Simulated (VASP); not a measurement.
Here is a VASP 6.6.1 calculation.

The input INCAR:

```
  PREC = Accurate
  ENCUT = 520
  EDIFF = 1E-6
  ISMEAR = 0
  SIGMA = 0.05
  LREAL = False
  LASPH = True
  NELM = 120
  ALGO = Fast
  ISIF = 2
  LWAVE = False
  LCHARG = False
  ISPIN = 2
  MAGMOM = 2 0
  LORBIT = 11
  LMAXMIX = 4
  LDAU = True
  LDAUTYPE = 2
  LDAUL = 2 -1
  LDAUU = 4 0
  LDAUJ = 0 0
  LDAUPRINT = 1
  GGA = CA
```

Contents of KPOINTS:

```
Automatic mesh
0
Gamma
  7 7 7
```

File POSCAR:

```
CoO
1.0
    2.5705263100      0.0000000000      0.0000000000
    0.0000000000      2.5705263100      0.0000000000
    0.0000000000      0.0000000000      2.5705263100
Co O
1 1
Direct
    0.0000000000      0.0000000000      0.0000000000
    0.5000000000      0.5000000000      0.5000000000
```

Potentials or basis: VASP PAW LDA potentials, release 64 (Co, O).

Command:

```sh
$ cat potpaw_LDA.64/Co/POTCAR potpaw_LDA.64/O/POTCAR > POTCAR
$ mpirun -np 1 vasp_std > vasp.out
```

Problem. What does it give for the net moment?

Solution. 3.00 μB per cell.

Problem. What does it give for the band gap on the k mesh?

Solution. 1.49 eV, indirect (least direct gap 1.99 eV).

Problem. What does it give for the site moments?

Solution. Co +2.65; O +0.30 μB.

Problem. What does it give for the pressure?

Solution. -2.6 GPa.

Eigenvalues of the final occupation matrices:
```tsv
site	spin	trace	eigenvalues
site 1 d	1	4.93	0.96 0.96 1.00 1.00 1.00
site 1 d	2	2.29	0.13 0.13 0.13 0.95 0.95
```

Caveat: an odd mesh through Γ misses points on the zone boundary, where band edges often lie; a cell with one magnetic atom can't hold antiferromagnetic order, which such compounds often take. The state reached can hang on the start; a lower one may exist.
